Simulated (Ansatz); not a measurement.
**Strain response of Rh**

These are results of DFT PBE, scalar-relativistic, plane waves, PAW (Ansatz 0.2.0), not measurements. Settings: 420 eV cutoff, 20×20×14 k-mesh, Gaussian smearing of 0.10 eV, no spin polarisation.

Starting point, cell and atoms relaxed:

```
Rh
1.0
     1.91497    1.91497    0.00000
    -1.91497    1.91497    0.00000
     0.00000    0.00000    3.82994
Rh
2
Direct
  0.00000 0.00000 0.00000
  0.50000 0.50000 0.50000
```

Deformation: uniaxial strain along a, with the lengths of b and c and the atoms relaxed and the angles held, all within the symmetry that the strain leaves. Energies are extrapolated to zero smearing. On this cell's mesh the reference holds a stress of up to 0.16 GPa.

```tsv
strain (%)	ΔE (meV/atom)	a (Å)	b (Å)	c (Å)
-3.0	17.3	2.627	2.714	3.879
-2.0	7.3	2.654	2.712	3.863
-1.0	1.7	2.681	2.710	3.847
+0.0	0.0	2.708	2.708	3.830
+1.0	1.8	2.735	2.705	3.816
+2.0	6.7	2.762	2.703	3.801
+3.0	14.3	2.789	2.701	3.785
```

**Question.** What stiffness (1/V) d²E/dε² at zero strain does a cubic fit over all points give?

**Answer.** A cubic fit gives (1/V) d²E/dε² = 400 GPa at zero strain (Young's modulus along this axis, angles held).

**Question.** How does the free axis b answer a small strain?

**Answer.** Between the innermost points its strain is -0.08 times the applied one.